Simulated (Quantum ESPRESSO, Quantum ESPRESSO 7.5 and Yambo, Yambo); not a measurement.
## A GW chain in Yambo: GaAs (F-43m)

How does a plane-wave GW calculation on GaAs (F-43m) run from the first input to the gap?

Main program and level: Quantum ESPRESSO 7.5 and Yambo 5.3.0; PBE and many-body steps on it, plane waves.

**Experimental background.**

- Gap 1.51 eV: band-edge emission energy from PL (direct gap at Gamma); photoluminescence, 633 nm excitation; 77 K; bulk crystal (MBE GaAs matrix around a thin InAs wetting layer on semi-insulating GaAs (100)) (“Photoluminescence of InAs/GaAs quantum dots under direct two-photon excitation”, 2020, pmc:7331710).

- Gap 1.412 ± 0.01 eV: direct gap E0 at Gamma from ellipsometry; variable-angle spectroscopic ellipsometry, parametric critical-point fit; 300 K; bulk crystal (semi-insulating GaAs(001) reference substrate with native oxide) (“Evidence of valence band perturbations in GaAsN/GaAs(001): A combined variable-angle spectroscopic ellipsometry and modulated photoreflectance investigation”, 2008, arxiv:0805.2212).

- Gap 1.42 eV: fundamental direct gap E0 at Gamma, seen as sharp points in Psi and Delta; spectroscopic ellipsometry; 300 K; bulk crystal (semi-insulating GaAs (100) substrate) (“Ellipsometric study of the Electronic Structure of GaMnAs and LT-GaAs”, 2004, arxiv:cond-mat/0404304).

- Gap 1.418 ± 0.005 eV: direct gap E0 at Gamma from PR; modulated photoreflectance, low-field lineshape fit; 300 K; bulk crystal (semi-insulating GaAs(001) reference substrate) (“Evidence of valence band perturbations in GaAsN/GaAs(001): A combined variable-angle spectroscopic ellipsometry and modulated photoreflectance investigation”, 2008, arxiv:0805.2212).

### Step 1. The structure

It takes space group F-43m (No. 216, cubic). Conventional cell: a = 5.654 Å, b = 5.654 Å, c = 5.654 Å, α = 90.00°, β = 90.00°, γ = 90.00°. Nearest to Ga lie 4 As at 2.45 Å. As has 4 Ga at 2.45 Å nearest. Farther neighbours are not listed.

Coordinates:

```cif
data_structure
_symmetry_space_group_name_H-M 'P 1'
_symmetry_Int_Tables_number 1
_cell_length_a 3.9978
_cell_length_b 3.9978
_cell_length_c 3.9978
_cell_angle_alpha 60.000
_cell_angle_beta 60.000
_cell_angle_gamma 60.000
_cell_volume 45.18
loop_
_atom_site_label
_atom_site_type_symbol
_atom_site_fract_x
_atom_site_fract_y
_atom_site_fract_z
_atom_site_occupancy
Ga1 Ga 0.00000 0.00000 0.00000 1
As2 As 0.25000 0.25000 0.25000 1
```

The cell and positions come from the Crystallography Open Database and are kept as given unless a step says otherwise.

### Step 2. Ground state

This step: Quantum ESPRESSO 7.5; DFT, PBE with spin-orbit coupling, plane waves, norm-conserving pseudopotentials.

The ground-state density comes first.

Contents of pw.in:

```
&control
  calculation = 'scf'
  prefix = 'x'
  outdir = 'o'
  pseudo_dir = 'pseudo'
/
&system
  ibrav = 0
  nat = 2
  ntyp = 2
  ecutwfc = 104.0
  nbnd = 54
  force_symmorphic = .true.
  noncolin = .true.
  lspinorb = .true.
/
&electrons
  conv_thr = 1e-10
  electron_maxstep = 80
  mixing_beta = 0.5
/
ATOMIC_SPECIES
  Ga 69.723 Ga.upf
  As 74.922 As.upf
CELL_PARAMETERS angstrom
  0.0000000000 2.8268500000 2.8268500000
  2.8268500000 0.0000000000 2.8268500000
  2.8268500000 2.8268500000 0.0000000000
ATOMIC_POSITIONS crystal
  Ga 0.0000000000 0.0000000000 0.0000000000
  As 0.2500000000 0.2500000000 0.2500000000
K_POINTS automatic
  6 6 6 0 0 0
```

The run is started by

```sh
$ OMP_NUM_THREADS=1 mpirun -n 4 pw.x -nk 4 -in pw.in > pw.out
```

Log:

```text
Program PWSCF v.7.5 starts

     This program is part of the open-source Quantum ESPRESSO suite
     for quantum simulation of materials; please cite
         "P. Giannozzi et al., J. Phys.:Condens. Matter 21 395502 (2009);
         "P. Giannozzi et al., J. Phys.:Condens. Matter 29 465901 (2017);
         "P. Giannozzi et al., J. Chem. Phys. 152 154105 (2020);
     in publications or presentations arising from this work. More details at
     Message from routine setup:
     using ibrav=0 with symmetry is DISCOURAGED, use correct ibrav instead

     G-vector sticks info

     bravais-lattice index     =            0
     lattice parameter (alat)  =       7.5547  a.u.
     unit-cell volume          =     304.8842 (a.u.)^3
     number of atoms/cell      =            2
     number of atomic types    =            2
     number of electrons       =        44.00
     number of Kohn-Sham states=           54
     kinetic-energy cutoff     =     104.0000  Ry
     charge density cutoff     =     416.0000  Ry
     scf convergence threshold =      1.0E-10
     mixing beta               =       0.5000
     number of iterations used =            8  plain     mixing
     Exchange-correlation= PBE
                           (   1   4   3   4   0   0   0)
     Non magnetic calculation with spin-orbit

     celldm(1)=   7.554690  celldm(2)=   0.000000  celldm(3)=   0.000000
     celldm(4)=   0.000000  celldm(5)=   0.000000  celldm(6)=   0.000000

     crystal axes: (cart. coord. in units of alat)
               a(1) = (   0.000000   0.707107   0.707107 )
               a(2) = (   0.707107   0.000000   0.707107 )
               a(3) = (   0.707107   0.707107   0.000000 )

     reciprocal axes: (cart. coord. in units 2 pi/alat)
               b(1) = ( -0.707107  0.707107  0.707107 )
               b(2) = (  0.707107 -0.707107  0.707107 )
               b(3) = (  0.707107  0.707107 -0.707107 )
     Pseudo is Norm-conserving + core correction, Zval = 21.0
     Generated using ONCVPSP code by D. R. Hamann
     Using radial grid of 1926 points, 10 beta functions with:
     Pseudo is Norm-conserving + core correction, Zval = 23.0
     Generated using ONCVPSP code by D. R. Hamann
     Using radial grid of 1358 points, 10 beta functions with:
     Ga               21.00    69.72300     Ga( 1.00)
     As               23.00    74.92200     As( 1.00)

     24 Sym. Ops. (no inversion) found

   Cartesian axes

     site n.     atom                  positions (alat units)
         1        Ga     tau(   1) = (   0.0000000   0.0000000   0.0000000  )
         2        As     tau(   2) = (   0.3535534   0.3535534   0.3535534  )

     number of k points=    16
                       cart. coord. in units 2pi/alat
        k(    1) = (   0.0000000   0.0000000   0.0000000), wk =   0.0046296
        k(    2) = (   0.1178511   0.1178511  -0.1178511), wk =   0.0370370
        k(    3) = (   0.2357023   0.2357023  -0.2357023), wk =   0.0370370
        k(    4) = (  -0.3535534  -0.3535534   0.3535534), wk =   0.0185185
        k(    5) = (   0.2357023   0.0000000  -0.0000000), wk =   0.0277778
        k(    6) = (   0.3535534   0.1178511  -0.1178511), wk =   0.1111111
        k(    7) = (  -0.2357023  -0.4714045   0.4714045), wk =   0.1111111
        k(    8) = (  -0.1178511  -0.3535534   0.3535534), wk =   0.1111111
        k(    9) = (   0.0000000  -0.2357023   0.2357023), wk =   0.0555556
        k(   10) = (   0.4714045   0.0000000  -0.0000000), wk =   0.0277778
     [... 4 further rows ...]
        k(   15) = (  -0.1178511  -0.3535534   0.5892557), wk =   0.1111111
        k(   16) = (  -0.7071068   0.2357023   0.0000000), wk =   0.0555556

     Dense  grid:    43655 G-vectors     FFT dimensions: (  50,  50,  50)

     Initial potential from superposition of free atoms

     starting charge      43.9971, renormalised to      44.0000
     Starting wfcs are   52 randomized atomic wfcs +    2 random wfcs

     per-process dynamical memory:    99.3 Mb

     Self-consistent Calculation

     iteration #  1     ecut=   104.00 Ry     beta= 0.50

     Threshold (ethr) on eigenvalues was too large:
     Diagonalizing with lowered threshold

     total energy              =   -1107.05437863 Ry
     estimated scf accuracy    <       0.05043336 Ry

     iteration #  2     ecut=   104.00 Ry     beta= 0.50

     total energy              =   -1107.06080244 Ry
     estimated scf accuracy    <       0.00646169 Ry

     iteration #  3     ecut=   104.00 Ry     beta= 0.50

     total energy              =   -1107.06116364 Ry
     estimated scf accuracy    <       0.00109509 Ry

     iteration #  4     ecut=   104.00 Ry     beta= 0.50

     total energy              =   -1107.06121442 Ry
     estimated scf accuracy    <       0.00002492 Ry

     iteration #  5     ecut=   104.00 Ry     beta= 0.50

     total energy              =   -1107.06121942 Ry
     estimated scf accuracy    <       0.00000159 Ry

     iteration #  6     ecut=   104.00 Ry     beta= 0.50

     total energy              =   -1107.06121979 Ry
     estimated scf accuracy    <       0.00000013 Ry

     iteration #  7     ecut=   104.00 Ry     beta= 0.50

     total energy              =   -1107.06121983 Ry
     estimated scf accuracy    <       0.00000003 Ry

     iteration #  8     ecut=   104.00 Ry     beta= 0.50

     total energy              =   -1107.06121984 Ry
     estimated scf accuracy    <          1.4E-09 Ry

     iteration #  9     ecut=   104.00 Ry     beta= 0.50

     total energy              =   -1107.06121984 Ry
     estimated scf accuracy    <          3.1E-10 Ry

     iteration # 10     ecut=   104.00 Ry     beta= 0.50

     End of self-consistent calculation

          k = 0.0000 0.0000 0.0000 (  5577 PWs)   bands (ev):

  -174.8556-174.8556-133.7974-133.7974-121.6511-121.6511-116.6295-116.6295
  -116.6295-116.6295 -86.9823 -86.9823 -83.3563 -83.3563 -83.3563 -83.3563
   -25.7353 -25.7353 -25.7353 -25.7353 -25.0120 -25.0120 -25.0064 -25.0064
   -25.0064 -25.0064  -5.2052  -5.2052  -5.2052  -5.2052  -4.7794  -4.7794
    -4.7275  -4.7275  -4.7275  -4.7275  -2.8928  -2.8928   9.6080   9.6080
     9.9419   9.9419   9.9419   9.9419  10.3538  10.3538  13.4427  13.4427
    13.6286  13.6286  13.6286  13.6286  17.4332  17.4332

          k = 0.1179 0.1179-0.1179 (  5468 PWs)   bands (ev):

  -174.8556-174.8556-133.7974-133.7974-121.6511-121.6511-116.6295-116.6295
  -116.6295-116.6295 -86.9820 -86.9820 -83.3561 -83.3561 -83.3561 -83.3561
   -25.7353 -25.7352 -25.7351 -25.7351 -25.0118 -25.0118 -25.0064 -25.0064
   -25.0061 -25.0061  -5.2106  -5.2106  -5.2063  -5.2004  -4.7830  -4.7830
    -4.7345  -4.7345  -4.7257  -4.7192  -2.5719  -2.5719   7.1183   7.1183
     9.3436   9.3436   9.5552   9.5584  11.4683  11.4683  14.0500  14.0500
    14.1784  14.1800  14.5210  14.5210  18.7863  18.7865

          k = 0.2357 0.2357-0.2357 (  5450 PWs)   bands (ev):

  -174.8556-174.8556-133.7974-133.7974-121.6511-121.6511-116.6295-116.6295
  -116.6295-116.6295 -86.9820 -86.9820 -83.3561 -83.3561 -83.3561 -83.3561
   -25.7352 -25.7351 -25.7348 -25.7348 -25.0115 -25.0115 -25.0064 -25.0064
   -25.0057 -25.0056  -5.2230  -5.2230  -5.2039  -5.1980  -4.7885  -4.7885
    -4.7453  -4.7453  -4.7162  -4.7098  -1.7443  -1.7443   4.4555   4.4555
     8.8002   8.8002   9.0058   9.0084  11.0518  11.0518  14.4820  14.4820
    14.5840  14.5851  17.0880  17.0880  18.6064  18.6064

          k =-0.3536-0.3536 0.3536 (  5444 PWs)   bands (ev):

     [... further k-points ...]

     highest occupied, lowest unoccupied level (ev):     9.9419   10.3538

!    total energy              =   -1107.06121984 Ry
     estimated scf accuracy    <          9.3E-11 Ry

     The total energy is the sum of the following terms:
     one-electron contribution =    -990.06541028 Ry
     hartree contribution      =     478.80296383 Ry
     xc contribution           =    -107.02926373 Ry
     ewald contribution        =    -488.76950967 Ry

     convergence has been achieved in  10 iterations

     XML data file, charge density, pseudopotentials, collected wavefunctions

=------------------------------------------------------------------------------=
   JOB DONE.
=------------------------------------------------------------------------------=
```

Run time: 54 s. Hardware: 4 MPI ranks of Arm Neoverse V1, shared host; peak memory 0.72 GiB; 3.6 min of CPU time.

This step gave:

```yaml
total_energy: -15062.3352 eV
gap: 0.4119 eV
k_of_the_valence_top: 0, 0, 0
k_of_the_conduction_bottom: 0, 0, 0
least_direct_gap: 0.4119 eV
```

The gap is direct, at Γ.

### Step 3. Bands along the symmetry lines

Levels along a band path, at the cheap level, show where the edges lie and whether the meshes to come will hold them.

Contents of pw.in:

```
&control
  calculation = 'bands'
  prefix = 'x'
  outdir = 'o'
  pseudo_dir = 'pseudo'
/
&system
  ibrav = 0
  nat = 2
  ntyp = 2
  ecutwfc = 104.0
  nbnd = 56
  force_symmorphic = .true.
  noncolin = .true.
  lspinorb = .true.
/
&electrons
  conv_thr = 1e-9
  electron_maxstep = 80
  diago_full_acc = .true.
  diago_thr_init = 5e-6
/
ATOMIC_SPECIES
  Ga 69.723 Ga.upf
  As 74.922 As.upf
CELL_PARAMETERS angstrom
  0.0000000000 2.8268500000 2.8268500000
  2.8268500000 0.0000000000 2.8268500000
  2.8268500000 2.8268500000 0.0000000000
ATOMIC_POSITIONS crystal
  Ga 0.0000000000 0.0000000000 0.0000000000
  As 0.2500000000 0.2500000000 0.2500000000
K_POINTS crystal
  50
  0.00000000 0.00000000 0.00000000 1
  -0.06250000 -0.06250000 0.00000000 1
  -0.12500000 -0.12500000 0.00000000 1
  -0.18750000 -0.18750000 0.00000000 1
  -0.25000000 -0.25000000 0.00000000 1
  -0.31250000 -0.31250000 0.00000000 1
  -0.37500000 -0.37500000 0.00000000 1
  -0.43750000 -0.43750000 0.00000000 1
  -0.50000000 -0.50000000 0.00000000 1
  -0.48437500 -0.48437500 0.03125000 1
  -0.46875000 -0.46875000 0.06250000 1
  -0.45312500 -0.45312500 0.09375000 1
  -0.43750000 -0.43750000 0.12500000 1
  -0.42187500 -0.42187500 0.15625000 1
  -0.40625000 -0.40625000 0.18750000 1
  -0.39062500 -0.39062500 0.21875000 1
  -0.37500000 -0.37500000 0.25000000 1
  -0.37500000 0.00000000 0.37500000 1
  -0.32812500 0.00000000 0.32812500 1
  -0.28125000 0.00000000 0.28125000 1
  -0.23437500 0.00000000 0.23437500 1
  -0.18750000 0.00000000 0.18750000 1
  -0.14062500 0.00000000 0.14062500 1
  -0.09375000 0.00000000 0.09375000 1
  -0.04687500 0.00000000 0.04687500 1
  0.00000000 0.00000000 0.00000000 1
  0.00000000 0.00000000 0.06250000 1
  0.00000000 0.00000000 0.12500000 1
  0.00000000 0.00000000 0.18750000 1
  0.00000000 0.00000000 0.25000000 1
  0.00000000 0.00000000 0.31250000 1
  0.00000000 0.00000000 0.37500000 1
  0.00000000 0.00000000 0.43750000 1
  -0.00000000 -0.00000000 0.50000000 1
  -0.06250000 -0.03125000 0.46875000 1
  -0.12500000 -0.06250000 0.43750000 1
  -0.18750000 -0.09375000 0.40625000 1
  -0.25000000 -0.12500000 0.37500000 1
  -0.31250000 -0.15625000 0.34375000 1
  -0.37500000 -0.18750000 0.31250000 1
  -0.43750000 -0.21875000 0.28125000 1
  -0.50000000 -0.25000000 0.25000000 1
  -0.50000000 -0.28125000 0.21875000 1
  -0.50000000 -0.31250000 0.18750000 1
  -0.50000000 -0.34375000 0.15625000 1
  -0.50000000 -0.37500000 0.12500000 1
  -0.50000000 -0.40625000 0.09375000 1
  -0.50000000 -0.43750000 0.06250000 1
  -0.50000000 -0.46875000 0.03125000 1
  -0.50000000 -0.50000000 0.00000000 1
```

Log:

```text
[banner, memory and clock lines left out]
Program PWSCF v.7.5 starts

     Atomic positions and unit cell read from directory:
     o/x.save/

     Message from routine setup:
     using ibrav=0 with symmetry is DISCOURAGED, use correct ibrav instead

     G-vector sticks info

     bravais-lattice index     =            0
     lattice parameter (alat)  =       7.5547  a.u.
     unit-cell volume          =     304.8842 (a.u.)^3
     number of atoms/cell      =            2
     number of atomic types    =            2
     number of electrons       =        44.00
     number of Kohn-Sham states=           56
     kinetic-energy cutoff     =     104.0000  Ry
     charge density cutoff     =     416.0000  Ry
     Exchange-correlation= PBE
                           (   1   4   3   4   0   0   0)
     Non magnetic calculation with spin-orbit

     celldm(1)=   7.554690  celldm(2)=   0.000000  celldm(3)=   0.000000
     celldm(4)=   0.000000  celldm(5)=   0.000000  celldm(6)=   0.000000

     crystal axes: (cart. coord. in units of alat)
               a(1) = (   0.000000   0.707107   0.707107 )
               a(2) = (   0.707107   0.000000   0.707107 )
               a(3) = (   0.707107   0.707107   0.000000 )

     reciprocal axes: (cart. coord. in units 2 pi/alat)
               b(1) = ( -0.707107  0.707107  0.707107 )
               b(2) = (  0.707107 -0.707107  0.707107 )
               b(3) = (  0.707107  0.707107 -0.707107 )
     Pseudo is Norm-conserving + core correction, Zval = 21.0
     Generated using ONCVPSP code by D. R. Hamann
     Using radial grid of 1926 points, 10 beta functions with:
     Pseudo is Norm-conserving + core correction, Zval = 23.0
     Generated using ONCVPSP code by D. R. Hamann
     Using radial grid of 1358 points, 10 beta functions with:
     Ga               21.00    69.72300     Ga( 1.00)
     As               23.00    74.92200     As( 1.00)

     24 Sym. Ops. (no inversion) found

   Cartesian axes

     site n.     atom                  positions (alat units)
         1        Ga     tau(   1) = (   0.0000000   0.0000000   0.0000000  )
         2        As     tau(   2) = (   0.3535534   0.3535534   0.3535534  )

     number of k points=    50
                       cart. coord. in units 2pi/alat
        k(    1) = (   0.0000000   0.0000000   0.0000000), wk =   0.0200000
        k(    2) = (   0.0000000   0.0000000  -0.0883883), wk =   0.0200000
        k(    3) = (   0.0000000   0.0000000  -0.1767767), wk =   0.0200000
[...]
[... 38 further rows ...]
        k(   49) = (   0.0441942  -0.0000000  -0.7071068), wk =   0.0200000
        k(   50) = (   0.0000000   0.0000000  -0.7071068), wk =   0.0200000

     Dense  grid:    43655 G-vectors     FFT dimensions: (  50,  50,  50)

     The potential is recalculated from file :
     o/x.save/charge-density

     Starting wfcs are   52 randomized atomic wfcs +    4 random wfcs

     Band Structure Calculation

     End of band structure calculation

          k = 0.0000 0.0000 0.0000 (  5577 PWs)   bands (ev):

  -174.8558-174.8558-133.7972-133.7972-121.6513-121.6513-116.6297-116.6297
  -116.6297-116.6297 -86.9821 -86.9821 -83.3562 -83.3562 -83.3562 -83.3562
   -25.7354 -25.7354 -25.7354 -25.7354 -25.0121 -25.0121 -25.0065 -25.0065
   -25.0065 -25.0065  -5.2051  -5.2051  -5.2051  -5.2051  -4.7794  -4.7794
    -4.7274  -4.7274  -4.7274  -4.7274  -2.8928  -2.8928   9.6080   9.6080
[...]
k = 0.0000 0.0000-0.0884 (  5493 PWs)   bands (ev):

  -174.8558-174.8558-133.7972-133.7972-121.6513-121.6513-116.6297-116.6297
  -116.6297-116.6297 -86.9819 -86.9819 -83.3561 -83.3561 -83.3560 -83.3560
[...]
k = 0.0000 0.0000-0.1768 (  5481 PWs)   bands (ev):

  -174.8558-174.8558-133.7972-133.7972-121.6513-121.6513-116.6297-116.6297
  -116.6297-116.6297 -86.9819 -86.9819 -83.3560 -83.3560 -83.3560 -83.3560
[...]
k =-0.0000 0.0000-0.2652 (  5457 PWs)   bands (ev):

[...]
k = 0.0000 0.0000-0.3536 (  5457 PWs)   bands (ev):

[...]
k = 0.0000-0.0000-0.4419 (  5465 PWs)   bands (ev):

[...]
k =-0.0000 0.0000-0.5303 (  5482 PWs)   bands (ev):

[...]
k = 0.0000-0.0000-0.6187 (  5458 PWs)   bands (ev):

[...]
k = 0.5303-0.0000-0.5303 (  5452 PWs)   bands (ev):

[...]
k = 0.0000 0.0000 0.0000 (  5577 PWs)   bands (ev):

[...]
k = 0.1326 0.0000-0.7071 (  5460 PWs)   bands (ev):

[...]
k = 0.0884-0.0000-0.7071 (  5456 PWs)   bands (ev):

[...]
k = 0.0442-0.0000-0.7071 (  5458 PWs)   bands (ev):

  -174.8558-174.8558-133.7972-133.7972-121.6513-121.6513-116.6297-116.6297
  -116.6297-116.6297 -86.9819 -86.9819 -83.3561 -83.3561 -83.3560 -83.3560
[...]
k = 0.0000 0.0000-0.7071 (  5434 PWs)   bands (ev):

  -174.8558-174.8558-133.7972-133.7972-121.6513-121.6513-116.6297-116.6297
  -116.6297-116.6297 -86.9819 -86.9819 -83.3560 -83.3560 -83.3560 -83.3560
[...]
7.1111   7.1111   7.1949   7.1949  11.3005  11.3005  11.4944  11.4944
    19.9667  19.9667  20.0228  20.0228  20.8407  20.8407  23.1490  23.1490

     XML data file, pseudopotentials, collected wavefunctions
```

Elapsed: 35 s, on 4 MPI ranks; peak memory 0.48 GiB; 2.4 min of CPU time.

This step gave:

```yaml
gap: 0.4119 eV
k_of_the_valence_top: 0, 0, 0
k_of_the_conduction_bottom: 0, 0, 0
least_direct_gap: 0.4119 eV
```

The gap is 0.412 eV, as in the run before at this level.

The electronic bands at the labelled points (eV, zero at the top of the highest filled band):

```csv
point,band 41,band 42,band 43,band 44,band 45,band 46,band 47,band 48
Γ,0.00,0.00,0.00,0.00,0.41,0.41,3.50,3.50
halfway,-1.86,-1.86,-1.75,-1.75,1.87,1.87,3.16,3.16
X,-2.83,-2.83,-2.75,-2.75,1.36,1.36,1.55,1.55
halfway,-3.33,-3.30,-2.68,-2.68,1.55,1.55,2.45,2.48
U,-4.00,-3.94,-2.37,-2.37,1.85,1.86,4.50,4.56
jump to K,-4.00,-3.94,-2.37,-2.37,1.85,1.86,4.50,4.56
halfway,-2.59,-2.53,-0.79,-0.79,2.55,2.61,4.63,4.67
Γ,0.00,0.00,0.00,0.00,0.41,0.41,3.50,3.50
halfway,-0.89,-0.89,-0.69,-0.68,1.34,1.34,4.43,4.43
L,-1.36,-1.36,-1.15,-1.15,0.89,0.89,4.49,4.49
halfway,-3.37,-3.31,-2.06,-2.03,2.89,2.95,4.05,4.07
W,-3.71,-3.59,-3.47,-3.43,4.40,4.59,4.61,4.65
halfway,-3.31,-3.22,-3.16,-3.13,2.43,2.47,2.62,2.69
X,-2.83,-2.83,-2.75,-2.75,1.36,1.36,1.55,1.55
```

(Part 1 of 3 ends here.)

[Paths, hosts, dates, memory and timing lines, banners, echoed tables and standing remarks are left out of the program output.]

[Logs are printed without paths, hosts, clocks, repeated set-up lines and the standing remarks that a program may print on its own settings, such as how far it seeks lower states.]

[Runs of the session that timed out or met a known fault of the program may be left out.]

[Hosts, paths, dates, database ids (printed as entryN), source tags and the programs' standing remarks are cut or masked in the printed files.]
